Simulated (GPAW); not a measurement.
# GaAs (F-43m) in GPAW: further runs, part 2 of 3

GPAW 26.7.0.

## 4. Optical spectrum, GLLB-SC

The input, run.py:

```python
from ase.dft.bandgap import bandgap
from ase.io import read, write
from gpaw import GPAW, PW
from gpaw.response.df import DielectricFunction

atoms = read('GaAs.xyz')

calc = GPAW(mode=PW(500),
            xc='GLLBSC',
            kpts={'size': (7, 7, 7), 'gamma': True},
            occupations={'name': 'fermi-dirac', 'width': 0.05},
            nbands=11,
            convergence={'density': 1e-06},
            maxiter=100,
            txt='gpaw.txt')
atoms.calc = calc
energy = atoms.get_potential_energy()
calc.write('gs.gpw')
write('result.traj', atoms)
print('Fermi level:', round(calc.get_fermi_level(), 4), 'eV')
print(f'Gap: {bandgap(calc)[0]:.4f} eV, direct: {bandgap(calc, direct=True)[0]:.4f} eV')

dense = calc.fixed_density(kpts={'size': (4, 4, 4), 'gamma': True},
                           nbands=34, convergence={'bands': 28},
                           update_fermi_level=True, txt='dense.txt')
dense.write('dense.gpw', mode='all')

df = DielectricFunction('dense.gpw', frequencies={'type': 'nonlinear', 'domega0': 0.05, 'omega2': 5},
                        eta=0.1, ecut=120, nbands=28, intraband=False, txt='df.txt')
for direction in ['x']:
    df.get_dielectric_function(xc='RPA', direction=direction, filename=f'df_{direction}.csv')
    e0, e = df.get_macroscopic_dielectric_constant(xc='RPA', direction=direction)
    print(f'{direction}: static eps {e0:.4f} without, {e:.4f} with local fields')
```

The input, GaAs.xyz:

```xyz
2
Lattice="0.0000000000 2.8268500000 2.8268500000 2.8268500000 0.0000000000 2.8268500000 2.8268500000 2.8268500000 0.0000000000" Properties=species:S:1:pos:R:3 pbc="T T T"
As     4.2402750000      4.2402750000      4.2402750000
Ga     0.0000000000      0.0000000000      0.0000000000
```

Potentials or basis: the program's PAW data sets (release 1.2.1) made for this functional, pw.

Run with:

```console
$ OMP_NUM_THREADS=1 python run.py
```

gpaw.txt:

```text
___ ___ ___ _ _ _
 |   |   |_  | | | |
 | | | | | . | | | |
 |__ |  _|___|_____|  26.7.0
 |___|_|

Input parameters:
  convergence: {density: 1e-06}
  kpts: {gamma: True,
         size: (7, 7, 7)}
  maxiter: 100
  mode: {ecut: 500.0,
         name: pw}
  nbands: 11
  occupations: {name: fermi-dirac,
                width: 0.05}
  xc: GLLBSC

System changes: positions, numbers, cell, pbc, initial_charges, initial_magmoms

Initialize ...

species:
  As:
    name:    Arsenic
    Z:       33.0
    valence: 5
    core:    28
    charge:  0.0  # [|e|]
    compensation charges:
      type: gauss
      rc: 0.33  # [Å]
      lmax: 2
    cutoffs:
      filter: 1.87  # [Å]
      core: 2.96  # [Å]
    projectors
    | kind |    occ | energy [eV] | rcut [Å] |
    |------|--------|-------------|----------|
    |   4s |  2.000 |     -16.478 |    1.058 |
    |   4p |  3.000 |      -7.456 |    1.058 |
    |    s |        |      10.734 |    1.058 |
    |    p |        |      19.755 |    1.058 |
    |    d |        |       0.000 |    1.058 |

    Using partial waves for As as LCAO basis

  Ga:
    name:    Gallium
    Z:       31.0
    valence: 3
    core:    28
    charge:  0.0  # [|e|]
    compensation charges:
      type: gauss
      rc: 0.37  # [Å]
      lmax: 2
    cutoffs:
      filter: 2.06  # [Å]
      core: 4.02  # [Å]
    projectors
    | kind |    occ | energy [eV] | rcut [Å] |
    |------|--------|-------------|----------|
    |   4s |  2.000 |      -9.380 |    1.164 |
    |   4p |  1.000 |      -3.146 |    1.164 |
    |    s |        |      17.831 |    1.164 |
    |    p |        |      24.065 |    1.164 |
    |    d |        |       0.000 |    1.164 |

    Using partial waves for Ga as LCAO basis

Reference energy: -114302.559724  # eV

Spin-paired calculation

Convergence criteria:
 Maximum [total energy] change in last 3 cyles: 0.0005 eV / valence electron
 Maximum integral of absolute [dens]ity change: 1e-06 electrons / valence electron
 Maximum integral of absolute [eigenst]ate change: 4e-08 eV^2 / valence electron
 Maximum number of scf [iter]ations: 100
 (Square brackets indicate name in SCF output, whereas a 'c' in
 the SCF output indicates the quantity has converged.)

Symmetries present (total): 24

  ( 1  0  0)  ( 1  0  0)  ( 1  0 -1)  ( 1  0 -1)  ( 1 -1  0)  ( 1 -1  0)
  ( 0  1  0)  ( 0  0  1)  ( 0  1 -1)  ( 0  0 -1)  ( 0 -1  1)  ( 0 -1  0)
  ( 0  0  1)  ( 0  1  0)  ( 0  0 -1)  ( 0  1 -1)  ( 0 -1  0)  ( 0 -1  1)

  ( 0  1  0)  ( 0  1  0)  ( 0  1 -1)  ( 0  1 -1)  ( 0  0  1)  ( 0  0  1)
  ( 1  0  0)  ( 0  0  1)  ( 1  0 -1)  ( 0  0 -1)  ( 1  0  0)  ( 0  1  0)
  ( 0  0  1)  ( 1  0  0)  ( 0  0 -1)  ( 1  0 -1)  ( 0  1  0)  ( 1  0  0)

  ( 0  0 -1)  ( 0  0 -1)  ( 0 -1  1)  ( 0 -1  1)  ( 0 -1  0)  ( 0 -1  0)
  ( 1  0 -1)  ( 0  1 -1)  ( 1 -1  0)  ( 0 -1  0)  ( 1 -1  0)  ( 0 -1  1)
  ( 0  1 -1)  ( 1  0 -1)  ( 0 -1  0)  ( 1 -1  0)  ( 0 -1  1)  ( 1 -1  0)

  (-1  1  0)  (-1  1  0)  (-1  0  1)  (-1  0  1)  (-1  0  0)  (-1  0  0)
  (-1  0  1)  (-1  0  0)  (-1  1  0)  (-1  0  0)  (-1  1  0)  (-1  0  1)
  (-1  0  0)  (-1  0  1)  (-1  0  0)  (-1  1  0)  (-1  0  1)  (-1  1  0)

343 k-points: 7 x 7 x 7 Monkhorst-Pack grid
20 k-points in the irreducible part of the Brillouin zone
       k-points in crystal coordinates                weights
   0:     0.00000000    0.00000000    0.00000000          1/343
   1:     0.14285714    0.14285714    0.00000000          6/343
   2:     0.14285714    0.14285714    0.14285714          8/343
   3:     0.28571429    0.14285714    0.14285714         12/343
   4:     0.28571429    0.28571429    0.00000000          6/343
   5:     0.28571429    0.28571429    0.14285714         24/343
   6:     0.28571429    0.28571429    0.28571429          8/343
   7:     0.42857143   -0.28571429   -0.28571429         12/343
   8:     0.42857143    0.28571429   -0.42857143         48/343
   9:     0.42857143    0.28571429   -0.28571429         24/343
          ...
  19:     0.42857143    0.42857143    0.42857143          8/343

Wave functions: Plane wave expansion
  Cutoff energy: 500.000 eV
  Number of coefficients (min, max): 1137, 1161
  Pulay-stress correction: 0.000000 eV/Ang^3 (de/decut=0.000000)
  Using FFTW library
  ScaLapack parameters: grid=1x1, blocksize=None
  Wavefunction extrapolation:
    Improved wavefunction reuse through dual PAW basis

Occupation numbers: Fermi-Dirac:
  width: 0.0500  # eV

Eigensolver
   Davidson(niter=2)

Densities:
  Coarse grid: 21*21*21 grid
  Fine grid: 42*42*42 grid
  Total Charge: 0.000000

Density mixing:
  Method: separate
  Backend: msr1
  Linear mixing parameter: 0.05
  old densities: 10
  Width of damping distribution: 1.1
  Damping of long wavelength oscillations: 20

Hamiltonian:
  XC and Coulomb potentials evaluated on a 42*42*42 grid
  Using the GLLBSC Exchange-Correlation functional
  External potential:
    NoExternalPotential

XC parameters: GLLBSC functional being used consists of
  -----------------------------------------------------------------------
  | Weight | Module     | Description                                   |
  -----------------------------------------------------------------------
  |  1.000 | SCREENING  | GGA_X_PBE_SOL with 2 nearest neighbor stencil |
  |  1.000 | RESPONSE   | eps=0.0500 eV                                 |
  |  1.000 | XC         | GGA_C_PBE_SOL with 2 nearest neighbor stencil |
  -----------------------------------------------------------------------

Number of atoms: 2
Number of atomic orbitals: 8
Number of bands in calculation: 11
Number of valence electrons: 8
Bands to converge: occupied

... initialized

Initializing position-dependent things.

Density initialized from atomic densities
Creating initial wave functions:
  8 bands from LCAO basis set
  3 bands from random numbers

                    As

       Ga

Atomic positions and initial magnetic moments

Positions:
   0 As     4.240275    4.240275    4.240275    ( 0.0000,  0.0000,  0.0000)
   1 Ga     0.000000    0.000000    0.000000    ( 0.0000,  0.0000,  0.0000)

Unit cell:
           periodic     x           y           z      points  spacing
  1. axis:    yes    0.000000    2.826850    2.826850    21     0.1554
  2. axis:    yes    2.826850    0.000000    2.826850    21     0.1554
  3. axis:    yes    2.826850    2.826850    0.000000    21     0.1554

  Lengths:   3.997770   3.997770   3.997770
  Angles:   60.000000  60.000000  60.000000

Effective grid spacing dv^(1/3) = 0.1696

iter:   1    -8.414501
iter:   2    -8.875741   -1.46  -0.78
iter:   3    -8.616178   -1.37  -0.77
iter:   4    -8.724396   -2.78  -0.97
iter:   5    -8.863740   -2.11  -1.00
iter:   6    -8.812454   -3.19  -1.66
iter:   7    -8.803772   -3.94  -1.58
iter:   8    -8.819680   -3.23  -1.66
iter:   9    -8.811866   -5.06  -2.68
iter:  10    -8.808196   -5.55  -2.70
iter:  11    -8.808958c  -6.22  -3.34
iter:  12    -8.808646c  -7.59c -4.15
iter:  13    -8.808484c  -8.38c -4.40
iter:  14    -8.808511c  -9.66c -4.98
iter:  15    -8.808503c  -9.85c -5.46
iter:  16    -8.808512c -10.74c -5.38
iter:  17    -8.808512c -11.70c -6.10c

Converged after 17 iterations.

Dipole moment: (3.349955, 3.349955, 3.349955) |e|*Ang

Energy contributions relative to reference atoms: (reference = -114302.559724)

Kinetic:        +44.755693
Potential:      -40.187005
External:        +0.000000
XC:             -13.633349
Entropy (-ST):   -0.000003
Local:           +0.256150
SIC:             +0.000000
--------------------------
Free energy:     -8.808514
Extrapolated:    -8.808512

GLLBSC response reference energy: 4.20433 eV (from HOMO)

Showing only first 2 kpts
 Kpt  Band  Eigenvalues  Occupancy
  0     2      4.20434    1.99960
  0     3      4.20434    1.99960
  0     4      5.00000    0.00123
  0     5      8.14293    0.00000

  1     2      3.43106    2.00000
  1     3      3.43106    2.00000
  1     4      6.86835    0.00000
  1     5      7.47079    0.00000

Fermi level: 4.63018

Gap: 0.796 eV
Transition (v -> c):
  (s=0, k=0, n=3, [0.00, 0.00, 0.00]) -> (s=0, k=0, n=4, [0.00, 0.00, 0.00])
No difference between direct/indirect transitions
Writing to gs.gpw (mode='')
```

It took 34 s on 1 thread of Arm Neoverse N1, shared host; peak memory 0.4 GiB.

Results:

```
Band gap on the k mesh, Kohn-Sham part alone : 0.80 eV, direct
```

Dielectric function (mean over the directions given):
| energy (eV) | real part | imaginary part |
| --- | --- | --- |
| 0.26 | 52.34 | 2.96 |
| 1.03 | -17.86 | 21.72 |
| 1.78 | 25.95 | 4.89 |
| 2.54 | -41.45 | 30.70 |
| 3.31 | 5.54 | 3.10 |
| 4.08 | 19.63 | 29.40 |
| 4.83 | -15.51 | 6.38 |
| 5.55 | -11.07 | 14.98 |
| 6.32 | -9.57 | 1.86 |
| 7.05 | -4.63 | 2.62 |
| 7.83 | -1.37 | 1.14 |
| 8.68 | -2.11 | 1.25 |
| 9.61 | -0.68 | 2.97 |
| 10.62 | -3.66 | 1.03 |
| 11.73 | -1.90 | 0.50 |
| 12.96 | -0.62 | 0.56 |
| 14.32 | -0.59 | 1.14 |
| 15.84 | -0.15 | 0.17 |
| 17.54 | -0.09 | 0.34 |
| 19.81 | 0.18 | 0.20 |

Caveat: the k mesh is coarse (spacing up to 0.48 Å⁻¹), so the values aren't converged; a model potential gives levels but no total energy; with so narrow a direct gap the onset needs a denser k mesh; the long-wavelength limit can be off by a per cent or two; response on these states lacks terms of the Hamiltonian; spectra need much finer meshes, so this one isn't converged; independent-particle spectra lack excitons. A k mesh can miss the band edges.

## 5. Energy-loss spectrum, GLLB-SC

The input, run.py:

```python
import numpy as np
from ase.dft.bandgap import bandgap
from ase.io import read, write
from gpaw import GPAW, PW
from gpaw.response.df import DielectricFunction

atoms = read('GaAs.xyz')

calc = GPAW(mode=PW(500),
            xc='GLLBSC',
            kpts={'size': (7, 7, 7), 'gamma': True},
            occupations={'name': 'fermi-dirac', 'width': 0.001},
            nbands=11,
            convergence={'density': 1e-06},
            maxiter=150,
            txt='gpaw.txt')
atoms.calc = calc
energy = atoms.get_potential_energy()
calc.write('gs.gpw')
write('result.traj', atoms)
print('Fermi level:', round(calc.get_fermi_level(), 4), 'eV')
print(f'Gap: {bandgap(calc)[0]:.4f} eV, direct: {bandgap(calc, direct=True)[0]:.4f} eV')

dense = calc.fixed_density(kpts={'size': (14, 14, 14), 'gamma': True},
                           nbands=66, convergence={'bands': 60},
                           update_fermi_level=True, txt='dense.txt')
dense.write('dense.gpw', mode='all')

df = DielectricFunction('dense.gpw', frequencies={'type': 'nonlinear', 'domega0': 0.1, 'omega2': 10},
                        eta=0.1, ecut=40, nbands=60, txt='df.txt')
for i, q_c in enumerate([[0.1428571429, 0.1428571429, 0.0], [0.2857142857, 0.2857142857, 0.0]]):
    eels0, eels = df.get_eels_spectrum(xc='ALDA', q_c=q_c, filename=f'eels_{i}.csv')
    q = np.linalg.norm(2 * np.pi * np.array(q_c) @ atoms.cell.reciprocal())
    w = df.get_frequencies()
    print(f'|q| = {q:.4f} 1/A: loss peak at {w[eels[w < 45].argmax()]:.3f} eV (below 45 eV)')
```

GaAs.xyz is that of step 4.

Potentials or basis: the program's PAW data sets (release 1.2.1) made for this functional, pw.

Run with:

```console
$ OMP_NUM_THREADS=1 python run.py
```

gpaw.txt:

```text
___ ___ ___ _ _ _
 |   |   |_  | | | |
 | | | | | . | | | |
 |__ |  _|___|_____|  26.7.0
 |___|_|

Input parameters:
  convergence: {density: 1e-06}
  kpts: {gamma: True,
         size: (7, 7, 7)}
  maxiter: 150
  mode: {ecut: 500.0,
         name: pw}
  nbands: 11
  occupations: {name: fermi-dirac,
                width: 0.001}
  xc: GLLBSC

System changes: positions, numbers, cell, pbc, initial_charges, initial_magmoms

Initialize ...

species:
  As:
    name:    Arsenic
    Z:       33.0
    valence: 5
    core:    28
    charge:  0.0  # [|e|]
    compensation charges:
      type: gauss
      rc: 0.33  # [Å]
      lmax: 2
    cutoffs:
      filter: 1.87  # [Å]
      core: 2.96  # [Å]
    projectors
    | kind |    occ | energy [eV] | rcut [Å] |
    |------|--------|-------------|----------|
    |   4s |  2.000 |     -16.478 |    1.058 |
[... 148 lines left out ...]
  2. axis:    yes    2.826850    0.000000    2.826850    21     0.1554
  3. axis:    yes    2.826850    2.826850    0.000000    21     0.1554

  Lengths:   3.997770   3.997770   3.997770
  Angles:   60.000000  60.000000  60.000000

Effective grid spacing dv^(1/3) = 0.1696

iter:   1    -8.414501
iter:   2    -8.875741   -1.46  -0.78
iter:   3    -8.616180   -1.37  -0.77
iter:   4    -8.724398   -2.78  -0.97
iter:   5    -8.863742   -2.11  -1.00
iter:   6    -8.812455   -3.19  -1.66
iter:   7    -8.803773   -3.94  -1.58
iter:   8    -8.819681   -3.23  -1.66
iter:   9    -8.811867   -5.06  -2.68
iter:  10    -8.808197   -5.55  -2.70
iter:  11    -8.808959c  -6.22  -3.34
iter:  12    -8.808646c  -7.59c -4.15
iter:  13    -8.808485c  -8.38c -4.40
iter:  14    -8.808512c  -9.66c -4.98
iter:  15    -8.808504c  -9.85c -5.46
iter:  16    -8.808513c -10.74c -5.38
iter:  17    -8.808513c -11.70c -6.10c

Converged after 17 iterations.

Dipole moment: (3.349954, 3.349954, 3.349954) |e|*Ang

Energy contributions relative to reference atoms: (reference = -114302.559724)

Kinetic:        +44.755538
Potential:      -40.186857
External:        +0.000000
XC:             -13.633343
Entropy (-ST):   -0.000000
Local:           +0.256150
SIC:             +0.000000
--------------------------
Free energy:     -8.808513
Extrapolated:    -8.808513

GLLBSC response reference energy: 4.20433 eV (from HOMO)

Showing only first 2 kpts
 Kpt  Band  Eigenvalues  Occupancy
  0     2      4.20434    2.00000
  0     3      4.20434    2.00000
  0     4      5.00000    0.00000
  0     5      8.14293    0.00000

  1     2      3.43106    2.00000
  1     3      3.43106    2.00000
  1     4      6.86835    0.00000
  1     5      7.47079    0.00000

Fermi level: 4.62713

Gap: 0.796 eV
Transition (v -> c):
  (s=0, k=0, n=3, [0.00, 0.00, 0.00]) -> (s=0, k=0, n=4, [0.00, 0.00, 0.00])
No difference between direct/indirect transitions
Writing to gs.gpw (mode='')
```

stdout:

```text
Fermi level: 4.6271 eV
Gap: 0.7957 eV, direct: 0.7957 eV
|q| = 0.3175 1/A: loss peak at 17.662 eV (below 45 eV)
|q| = 0.6351 1/A: loss peak at 18.897 eV (below 45 eV)
```

df.txt:

```text
NonLinearFrequencyDescriptor(from 0.000 to 75.623 eV, 184 points)
NonLinearFrequencyDescriptor(from 0.000 to 75.623 eV, 184 points)

Calculating chi0 body with:
    Ground state adapter containing:
    Number of spins: 1
    Number of kpoints: 2744
    Number of irreducible kpoints: 104
    Number of completely occupied states: 4
    Number of partially occupied states: 4
[... 164 lines left out ...]
      (3,3)   0.00000000  0.00000000  yes
      (4,-4)  0.00000000  0.00000000  yes
      (4,-3)  0.00000000  0.00000000  yes
      (4,-2)  0.00000000  0.00000000  yes
      (4,-1)  0.00000000  0.00000000  yes
      (4,0)   0.00005888  0.00000046  yes
      (4,1)   0.00000000  0.00000000  yes
      (4,2)   0.00000000  0.00000000  yes
      (4,3)   0.00000000  0.00000000  yes
      (4,4)   0.00004206  0.00000033  yes
      In total: 0.9999820012194628 of the surface norm square is covered on average
      In total: 0.9999820012194628 of the surface norm square could be covered on average

Finished calculating f(G)
```

Wall time 9.1 min (1 thread of Arm Neoverse N1, shared host); peak memory 0.52 GiB.

What came out:

| Property | Result |
| --- | --- |
| Band gap on the k mesh, Kohn-Sham part alone | 0.80 eV, direct |

Caveat: the highest transitions drop out of the frequency grid; a model potential gives levels but no total energy; response on these states lacks terms of the Hamiltonian.

[end of part 2 of 3]
